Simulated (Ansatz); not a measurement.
# Te: the cost of one run

Method: reference: DFT PBE, plane waves, PAW, scalar-relativistic, no spin polarisation, in Ansatz 0.2.0.

## Step 1: The starting structure

Symmetry: C2/m, No. 12, monoclinic system. The conventional cell has a = 8.438 Å, b = 4.725 Å, c = 3.945 Å, α = 90.00°, β = 91.89°, γ = 90.00°. Te (site symmetry m) has 6 Te at 2.98 to 3.23 Å as nearest neighbours. Te (site symmetry 2/m) has 6 Te at 2.98 to 3.09 Å as nearest neighbours.

Cell or atoms stand a little off a more symmetric structure (R-3m at a tolerance of 0.3 Å), so results at this geometry aren't those of that ideal crystal.

As a file:

```cif
data_structure
_symmetry_space_group_name_H-M 'P 1'
_symmetry_Int_Tables_number 1
_cell_length_a 4.7254
_cell_length_b 4.8355
_cell_length_c 3.9453
_cell_angle_alpha 91.647
_cell_angle_beta 90.000
_cell_angle_gamma 119.250
_cell_volume 78.61
loop_
_atom_site_label
_atom_site_type_symbol
_atom_site_fract_x
_atom_site_fract_y
_atom_site_fract_z
_atom_site_occupancy
Te1 Te 0.32400 0.64800 0.32500 1
Te2 Te 0.67600 0.35200 0.67500 1
Te3 Te 0.00000 0.00000 0.00000 1
```

## Step 2: Reference

Contents of input.yaml:

```yaml
crystal:
  lattice:
    - [0.0, 4.725432, 0.0]
    - [4.21895, -2.362716, 0.0]
    - [-0.129983, 0.0, -3.943191]
  atoms:
    - { symbol: Te, position: [0.324, 0.648, 0.325] }
    - { symbol: Te, position: [0.676, 0.352, 0.675] }
    - { symbol: Te, position: [0.0, 0.0, 0.0] }
  symmetry: { tolerance: 0.0003 }
kpoints:
  mp_grid: { grid: [5, 5, 5], shift: [0, 0, 0] }
magnetization:
  spin_polarized: false
scf:
  occupations: { method: fermi_dirac }
hamiltonian:
  pseudopotentials: { kind: paw }
  xc: pbe
basis:
  ecutwfc: 420
output:
  forces: true
  stress: true
  eigenvalues: true
  write_density: true
  write_potential: true
  elf: true
  volumetric_format: npy
```

Started as:

```
ansatz run input.yaml --threads 1 --pin off --max-ram 2560MiB --backend cpu --events-out ev --progress --plain --runs-dir out
```

What time and memory should one allow on 1 thread of Arm Neoverse V2, shared host?

About 6.5 s, with a peak of 0.42 GiB.
